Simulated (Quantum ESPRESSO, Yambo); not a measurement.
# BeTe (F-43m): G0W0 on several meshes in Yambo, part 2 of 2

Aim: the GW shift of BeTe (F-43m) against the k mesh.

Quantum ESPRESSO 7.5 and Yambo 5.3.0; PBE and many-body steps on it, plane waves. Known limits of the many-body steps: not at the basis limit; no spin-orbit coupling; coarse k mesh.

So far. Step 4 (2×2×2): The gap on the mesh goes from 2.03 eV to 2.71 eV, a correction of +0.69 eV. Step 5 (Empty states on the mesh, 6×6×6 mesh, 149 bands): On this mesh the gap is 2.027 eV.

### Step 6. Conversion and set-up

This step: Yambo 5.3.0; conversion and set-up on PBE, plane waves, norm-conserving pseudopotentials.

On the command line:

```sh
> (cd o/x.save; p2y > p2y.log; mv SAVE ../..); yambo > setup.log
```

Output:

```text
 Yambo, version 5.3.0

 [02] CORE Variables Setup
 =========================

  [02.01] Unit cells
  ==================

  Cell kind             :  FCC
  Atoms in the cell     :  Be  Te
  number of Be atoms    :  1
  number of Te atoms    :  1

  List of atomic masses
  Mass of Be    :  9.012000
  Mass of Te    :  127.6000

  List of atomic coordinates    : [cc]
  Be1       :  0.000000  0.000000  0.000000  order 1
  Te1       :  8.026022  8.026022  8.026022  order 2

  Alat factors          :  5.350682  5.350682  5.350682 [a.u.]
  Direct lattice volume :  306.3778 [a.u.]
[...]
Q [ 1]         [rlu]:  0.000000  0.000000  0.000000
 Q [ 2]         [rlu]: -0.51995E-17 -0.51995E-17  0.16667
 Q [ 3]         [rlu]: -0.10399E-16 -0.10399E-16  0.33333
[...]
Q [ 8]         [rlu]: -0.14756E-16  0.16667     -0.33333
 Q [ 9]         [rlu]:  0.10399E-16  0.16667     -0.16667
 Q [10]         [rlu]:  0.29714E-16  0.33333      0.33333
     [... 4 further rows ...]
 Q [15]         [rlu]:  0.166667  0.333333 -0.333333
 Q [16]         [rlu]:  0.166667 -0.500000 -0.333333

  [03.01] X indexes
  =================

   [03.01.01] Sigma indexes
   ========================

 [06] Game Over & Game summary
```

The job ended after 2.5 s (1 MPI rank of Arm Neoverse V2, shared host; peak memory 0.25 GiB).

### Step 7. 6×6×6

This step: G0W0 on PBE, plane waves, norm-conserving pseudopotentials.

File gw14.in:

```
HF_and_locXC
gw0
dyson
ppa
em1d
rim_cut
RandQpts= 1000000
RandGvec= 1 RL
EXXRLvcs= 88 Ry
VXCRLvcs= 352 Ry
Chimod= "HARTREE"
% BndsRnXp
 1 | 149 |
%
NGsBlkXp= 15.5 Ry
% LongDrXp
 1 | 1 | 1 |
%
% GbndRnge
 1 | 149 |
%
DysSolver= "n"
ExtendOut
PPAPntXp= 27.21138 eV
% QPkrange
 1 | 1 | 13 | 16 |
 13 | 13 | 13 | 16 |
%
```

On the command line:

```sh
> OMP_NUM_THREADS=1 mpirun -n 4 yambo -F gw14.in -J gw14 -C gw14 > gw14.log
```

Output:

```text
 Yambo, version 5.3.0

 [02] CORE Variables Setup
 =========================

  [... cell, symmetries and grids as in the set-up ...]

  [02.05] Energies & Occupations
  ==============================

  [X] === General ===
  [X] Electronic Temperature                        :  0.000000  0.000000 [eV K]
  [X] Bosonic    Temperature                        :  0.000000  0.000000 [eV K]
  [X] Finite Temperature mode                       : no
  [X] El. density                                   :  0.61673E+24 [cm-3]
  [X] Fermi Level                                   :  8.438418 [eV]

  [X] === Gaps and Widths ===
  [X] Conduction Band Min                           :  2.026900 [eV]
  [X] Valence Band Max                              :  0.000000 [eV]
  [X] Filled Bands                                  :  14
  [X] Empty Bands                                   :   15  149
  [X] Direct Gap                                    :  3.644779 [eV]
  [X] Direct Gap localized at k                     :  1
  [X] Indirect Gap                                  :  2.026900 [eV]
  [X] Indirect Gap between kpts                     :   1  13
  [X] Last valence band width                       :  3.002130 [eV]
  [X] 1st conduction band width                     :  2.492321 [eV]

 [03] Transferred momenta grid and indexing
 ==========================================

 IBZ Q-points                                      :  16
 BZ  Q-points                                      :  216

 K/Q-points units:
 rlu = crystal or reduced units; cc = cartesian coordinates; iku = interal k-units

 Q [ 1]         [rlu]:  0.000000  0.000000  0.000000
 Q [ 2]         [rlu]: -0.51995E-17 -0.51995E-17  0.16667
 Q [ 3]         [rlu]: -0.10399E-16 -0.10399E-16  0.33333
[...]
NLCC RL compoments                               :   34327
  PP Number of Atomic Species                      :  2
  NLCC RL compoments                               :   34327

 [xc] E_xc :  -22.85638 [Ha]
      E_xc :  -45.71276 [Ry]

  Local XC kind (lXC) : Perdew, Burke & Ernzerhof(X)+Perdew, Burke & Ernzerhof(C)
  Non-Local XC kind (nlXC) : Hartree-Fock

  Corrections @ K [1] :  [eV]
 <13|nlXC|13> = -15.01377 -0.17097E-17 <13|lXC|13> = -13.36283 -0.63951E-20
 <14|nlXC|14> = -15.01379  0.29932E-17 <14|lXC|14> = -13.36282 -0.14161E-15
 <15|nlXC|15> = -5.995237  0.33299E-17 <15|lXC|15> = -10.44323 -0.18880E-15
[...]
Corrections @ K [13] :  [eV]
[...]
<15|nlXC|15> = -5.214012  0.31644E-18 <15|lXC|15> = -8.978276 -0.20652E-16
 <16|nlXC|16> = -5.894232  0.31072E-17 <16|lXC|16> = -9.805868  0.70843E-16

 [08] Dyson equation: Newton solver
 ==================================

  [08.01] G0W0 (W PPA)
  ====================

  [  GW  ] Bands range     :    1  149
  [GW/PPA] G damping       :  0.100000 [eV]

  QP @ state[ 1 ] K range:  1  1
  QP @ state[ 1 ] b range:  13  16
  QP @ state[ 2 ] K range:  13  13
  QP @ state[ 2 ] b range:  13  16

   Sc/G bands                                       :    1  149
   Sc/G damping                                     :  0.100000 ev
   Sc bands terminator                              : no
   Sx RL components                                 :   4285

   QP @ state[ 1 ] K range                          :  1  1
   QP @ state[ 1 ] b range                          :  13  16
   QP @ state[ 2 ] K range                          :  13  13
   QP @ state[ 2 ] b range                          :  13  16
   GF energies kind                                 : Perdew, Burke & Ernzerhof(X)+Perdew, Burke & Ernzerhof(C)
   GF WF`s kind                                     : Perdew, Burke & Ernzerhof(X)+Perdew, Burke & Ernzerhof(C)
   Xs energies kind                                 : Perdew, Burke & Ernzerhof(X)+Perdew, Burke & Ernzerhof(C)
   Xs WF`s kind                                     : Perdew, Burke & Ernzerhof(X)+Perdew, Burke & Ernzerhof(C)

 [11] Game Over & Game summary
```

Wall time 13 min (4 MPI ranks); peak memory 2.3 GiB; 51 min of CPU time.

This step gave:

```
G0W0 gap on the points computed              : 2.856 eV
starting gap on the mesh                     : 2.027 eV
k of the valence top                         : 0, 0, 0
k of the conduction bottom                   : 0, -0.5, -0.5
least direct G0W0 gap on the computed points : 4.714 eV
Z at the valence top                         : 0.8047
Z at the conduction bottom                   : 0.8169
```

Against G0W0 in Yambo (2×2×2 mesh, 149 bands, screening to 210.9 eV, Godby-Needs plasmon pole), the gap moves by +0.142 eV.

### Step 8. Side by side

Times are wall times on 4 MPI ranks of Arm Neoverse V2, shared host, good to a factor of about two.

```csv
run,mesh,bands,screening cutoff (eV),DFT gap (eV),gap on the mesh (eV),direct (eV),time
2×2×2,2×2×2,149,210.9,2.027,2.714,4.664,14 s
6×6×6,6×6×6,149,210.9,2.027,2.856,4.714,13 min
```

### Step 9. Results

```
2×2×2        : 2.714 eV
6×6×6        : 2.856 eV
known limits : not at the basis limit; no spin-orbit coupling; coarse k mesh
```

**Reading.** 6×6×6: +0.142 eV against 2×2×2. Bands and cutoff are finite, so the gap is not at the basis limit. The miss can reach some tenths of an eV and take either sign; the mesh is an error of its own. In the G0W0 runs levels were corrected at 2 k points alone, so a gap called «on the mesh» is the least over those, and an edge elsewhere would be missed. The 2×2×2 mesh is coarse for this cell, which bears on the long-range parts of exchange and screening. The many-body steps are scalar-relativistic: spin-orbit coupling is not in them.

[Paths, hosts, dates, memory and timing lines, banners, echoed tables and standing remarks are left out of the program output.]

[Logs are printed without paths, hosts, clocks, repeated set-up lines and the standing remarks that a program may print on its own settings, such as how far it seeks lower states.]

[Runs of the session that timed out or met a known fault of the program may be left out.]

[Hosts, paths, dates, database ids (printed as entryN), source tags and the programs' standing remarks are cut or masked in the printed files.]
